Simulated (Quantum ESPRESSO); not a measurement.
The system is PbS (Galena).

```xyz
2
Lattice="0.0000 2.9657 2.9657 2.9657 0.0000 2.9657 2.9657 2.9657 0.0000" Properties=species:S:1:pos:R:3 pbc="T T T"
Pb    0.0000    0.0000    0.0000
S     2.9657    2.9657    2.9657
```

| Quantity | Value |
| --- | --- |
| Program | Quantum ESPRESSO 7.5 |
| Task | single point |
| Functional | PBE |
| Potentials or basis | SSSP 1.3 efficiency PBE |
| Cutoff | 748 eV |
| Density cutoff | 5987 eV |
| k mesh | 8 × 8 × 8 |
| Occupations | fermi-dirac, width 0.05 eV |
| Spin | no spin polarisation |

On this cell: pressure 2.2 GPa; largest force zero by symmetry; band gap on the k mesh 0.37 eV, direct.

The same run follows on a disturbed copy (atoms moved at random, drawn with an rms of 0.05 Å):

```xyz
2
Lattice="0.0000 2.9657 2.9657 2.9657 0.0000 2.9657 2.9657 2.9657 0.0000" Properties=species:S:1:pos:R:3 pbc="T T T"
Pb    0.0344   -0.0409    0.0070
S     2.9727    2.9388    2.9633
```

Task: What changes?

Result: The energy moves by +0.1 meV/atom; pressure 2.2 GPa; largest force 0.018 eV/Å; band gap on the k mesh 0.37 eV, direct.

Forces in eV/Å, atoms in the order of the input:
```
Pb  -0.015  0.008 -0.005
S    0.015 -0.008  0.005
```

Caveats: spin-orbit coupling is left out, which as a rule narrows the gap of such compounds by several tenths of an eV.

A k mesh can miss the band edges.
